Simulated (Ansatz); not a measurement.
Sb: equation of state with LDA

The system is Sb.

```xyz
1
Lattice="-1.5765 1.5765 2.7119 1.5765 -1.5765 2.7119 1.5765 1.5765 -2.7119" Properties=species:S:1:pos:R:3 pbc="T T T"
Sb    0.0000    0.0000    0.0000
```

This isn't the form of Sb at room conditions, which is rhombohedral.

```yaml
Program: Ansatz 0.2.0
Task: equation of state
Functional: LDA
Potentials_or_basis: all-electron LAPW, scalar-relativistic
Basis_error_allowed: 0.001 eV/atom
k_mesh: 12 × 12 × 12
Occupations: fermi-dirac, width 0.05 eV
Spin: no spin polarisation
```

```
Equilibrium volume                        : 25.98 Å³/atom
Bulk modulus at fixed shape and positions : 71 GPa
Pressure derivative of the bulk modulus   : 4.6
```

Energy against volume, from the lowest point:
```
volume (Å³/atom)  energy (meV/atom)
          25.344               3.53
          25.883               0.00
          26.423               1.52
          26.962               7.53
          27.501              17.56
          28.040              31.14
          28.580              47.89
```

All runs of the series together: 71 s on 1 thread of Intel(R) Xeon(R) Platinum 8488C (Sapphire Rapids), with other jobs on the host.

Caveat: the cell was scaled at fixed shape and fractional positions, which overstates the stiffness of a crystal with free parameters, most of all of layers and chains. Spin-orbit coupling is left out, which matters for the levels of Sb.
